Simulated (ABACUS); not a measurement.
Crystal: MgB2.

```xyz
3
Lattice="3.0850 0.0000 0.0000 -1.5425 2.6717 0.0000 0.0000 0.0000 3.5230" Properties=species:S:1:pos:R:3 pbc="T T T"
Mg    0.0703   -0.0171   -0.0345
B     1.5536    0.8592    1.7323
B     0.0098    1.7804    1.7941
```

The cell isn't the ideal one: atoms moved at random, drawn with an rms of 0.05 Å.

A run of ABACUS 3.10.1 on this cell left the log below. Logs are shortened: lines on timing, memory, paths and dates and some standing lists are left out, and cuts for length are marked.

```text
ABACUS v3.10.1

               Atomic-orbital Based Ab-initio Computation at UStc

 ------------------------------------------------------------------------------------

 READING GENERAL INFORMATION
                           global_out_dir = OUT.MgB2/
                           global_in_card = INPUT
                               pseudo_dir = ./
                              orbital_dir =
                                    DSIZE = 4
                                    GSIZE = 1
[... 5 lines left out ...]

 READING ATOM TYPE 1
                               atom label = Mg
                      L=0, number of zeta = 1
                      L=1, number of zeta = 1
                      L=2, number of zeta = 1
             number of atom for this type = 1

 READING ATOM TYPE 2
                               atom label = B
                      L=0, number of zeta = 1
                      L=1, number of zeta = 1
                      L=2, number of zeta = 1
             number of atom for this type = 2

                        TOTAL ATOM NUMBER = 3
DIRECT COORDINATES
    atom                   x                   y                   z     mag                  vx                  vy                  vz
taud_Mg1            0.0195880000        0.9935870000        0.9901950000  0.0000        0.0000000000        0.0000000000        0.0000000000
taud_B1            0.6644080000        0.3216100000        0.4917100000  0.0000        0.0000000000        0.0000000000        0.0000000000
taud_B2            0.3363740000        0.6663920000        0.5092550000  0.0000        0.0000000000        0.0000000000        0.0000000000

                          Volume (Bohr^3) = 195.952
                             Volume (A^3) = 29.0371

 Lattice vectors: (Cartesian coordinate: in unit of a_0)
               +3.085                  +0                  +0
              -1.5425            +2.67169                  +0
                   +0                  +0              +3.523
 Reciprocal vectors: (Cartesian coordinate: in unit of 2 pi/a_0)
            +0.324149           +0.187148                  -0
                   -0           +0.374295                  -0
[... 293 lines left out ...]
----------------------------------------------------------
 E_KohnSham     -130.5812899781      -1776.6495958924
 E_KS(sigma->0) -130.5810823172      -1776.6467705211
 E_Harris       -130.5812114797      -1776.6485278671
 E_band         -21.6925942972       -295.1428868438
 E_one_elec     -76.6288804074       -1042.5894049018
 E_Hartree      40.7193186449        554.0147522478
 E_xc           -20.8404631758       -283.5490481494
 E_Ewald        -73.8308497180       -1004.5202443462
 E_entropy(-TS) -0.0004153218        -0.0056507427
 E_descf        0.0000000000         0.0000000000
 E_exx          0.0000000000         0.0000000000
 E_Fermi        0.6779977095         9.2246320799
----------------------------------------------------------

 charge density convergence is achieved
 final etot is -1776.6495959 eV
 EFERMI = 9.2246320799 eV

 STATE ENERGY(eV) AND OCCUPATIONS    NSPIN == 1
 1/101 kpoint (Cartesian) = 0.0000 0.0000 0.0000 (2581 pws)
       1       -66.0715     0.00250000
       2       -32.8525     0.00250000
       3       -32.8513     0.00250000
       4       -32.8322     0.00250000
       5       -3.23324     0.00250000
       6        6.24905     0.00250000
       7        9.35744    0.000164011
       8        9.73360    9.48617e-08
       9        10.8214    3.38075e-17
      10        15.2567    1.01037e-55
      11        15.7131    1.09669e-59
      12        17.2408    5.89422e-73
[... 57 lines left out ...]
 6/101 kpoint (Cartesian) = 0.16207 0.093574 0.0000 (2534 pws)
       1       -66.0681     0.00250000
       2       -32.8904     0.00250000
       3       -32.8617     0.00250000
       4       -32.8265     0.00250000
       5       0.636497     0.00250000
       6        1.39546     0.00250000
       7        6.97851     0.00250000
       8        9.34819    0.000194749
       9        12.2864    6.36419e-30
      10        13.0772    8.60448e-37
      11        14.5331    1.94463e-49
      12        16.2874    1.12594e-64

[... levels at 95 further k points ...]

------------------------------------------------------------------------------------------
 TOTAL-FORCE (eV/Angstrom)
------------------------------------------------------------------------------------------
                       Mg1        -0.2826009795         0.0085516159         0.2426518129
                        B1         0.1344023278         0.1511174017         0.4673680473
                        B2         0.1481986517        -0.1596690176        -0.7100198602
------------------------------------------------------------------------------------------

----------------------------------------------------------------
 TOTAL-STRESS (KBAR)
----------------------------------------------------------------
       -12.5476524709        -0.1050872692        -2.9944319021
        -0.1050872692        -3.7765744898         0.9932042425
        -2.9944319021         0.9932042425        -2.3648070442
----------------------------------------------------------------
 TOTAL-PRESSURE: -6.229678 KBAR

 --------------------------------------------
 !FINAL_ETOT_IS -1776.6495958924056140 eV
 --------------------------------------------
```

Write the input and the command behind it.

Single point with PBE, no spin polarisation. The files as run (others can give the same):

INPUT
```
INPUT_PARAMETERS
suffix              MgB2
calculation         scf
basis_type          pw
pseudo_dir          ./
symmetry            1
dft_functional      pbe
ecutwfc             84
pseudo_rcut         10
nspin               1
nbands              12
ks_solver           dav
smearing_method     fd
smearing_sigma      0.00367493
scf_thr             1e-08
scf_nmax            100
mixing_type         broyden
mixing_beta         0.7
cal_force           1
cal_stress          1
kpar                4
```

STRU
```
ATOMIC_SPECIES
Mg 24.3050 Mg.upf
B 10.8100 B.upf

LATTICE_CONSTANT
1.8897261246

LATTICE_VECTORS
3.0850000000 0.0000000000 0.0000000000
-1.5425000000 2.6716883707 0.0000000000
0.0000000000 0.0000000000 3.5230000000

ATOMIC_POSITIONS
Direct

Mg
0.0
1
0.0195880000 -0.0064130000 -0.0098050000 1 1 1

B
0.0
2
0.6644080000 0.3216100000 0.4917100000 1 1 1
0.3363740000 0.6663920000 0.5092550000 1 1 1
```

KPT
```
K_POINTS
0
Gamma
10 10 8 0 0 0
```

Potentials or basis: PseudoDojo NC SR 0.4.1 PBE standard, plane waves.
Command:
```sh
$ OMP_NUM_THREADS=1 mpirun -np 4 abacus > log
```
